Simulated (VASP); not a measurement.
Set up this calculation in VASP 6.6.1, as the native input.

```yaml
Task: relaxation of cell and atoms
Functional: r2SCAN
Potentials_or_basis: VASP PAW PBE potentials, release 64 (Zr_sv, B)
Cutoff: 600 eV
k_mesh: 15 × 15 × 10
Occupations: methfessel-paxton, width 0.1 eV
Spin: no spin polarisation
Further_INCAR_settings: ALGO = Normal; EDIFF = 1e-06; IBRION = 2; EDIFFG = -0.01; NSW = 90; ISIF = 3
```

The structure of ZrB2 lies in POSCAR:

```
ZrB2
1.0
    3.1700000000      0.0000000000      0.0000000000
   -1.5850000000      2.7453005300      0.0000000000
    0.0000000000      0.0000000000      3.5330000000
Zr B
1 2
Direct
    0.0000000000      0.0000000000      0.0000000000
    0.3333333333      0.6666666667      0.5000000000
    0.6666666667      0.3333333333      0.5000000000
```

These files were run (other wordings do the same):

INCAR

```
SYSTEM = ZrB2
ALGO = Normal ; EDIFF = 1E-6
EDIFFG = -0.01 ; ENCUT = 600
IBRION = 2 ; ISIF = 3
ISMEAR = 1 ; LASPH = .TRUE.
LCHARG = .FALSE. ; LMIXTAU = .TRUE.
LREAL = .FALSE. ; LWAVE = .FALSE.
METAGGA = R2SCAN ; NELM = 80
NSW = 90 ; PREC = Accurate
SIGMA = 0.1
```

KPOINTS

```
k-points
0
G
  15 15 10
  0 0 0
```

Potentials or basis: VASP PAW PBE potentials, release 64 (Zr_sv, B).

Command:

```sh
$ cat potpaw_PBE.64/Zr_sv/POTCAR potpaw_PBE.64/B/POTCAR > POTCAR
$ mpirun -np 1 vasp_std > vasp.out
```

It gave:

```json
{"Relaxed volume": "10.29 Å³/atom", "Relaxed cell": "a = 3.168 Å, b = 3.168 Å, c = 3.550 Å, α = 90.00°, β = 90.00°, γ = 120.00°", "Space group after relaxing (to 0.05 Å)": "P6/mmm (No. 191)", "Energy gained by relaxing": "0.3 meV/atom", "Ionic steps": "5", "Pressure after relaxing": "0.0 GPa", "Band gap on the k mesh": "none (metal or under the smearing width)"}
```

Caveat: the PAW data sets were made with another functional, which shifts forces and pressure a little.

It took 7.5 min on 1 thread of Intel(R) Xeon(R) 6975P-C (Granite Rapids), with other jobs on the host, peak memory 0.24 GiB.
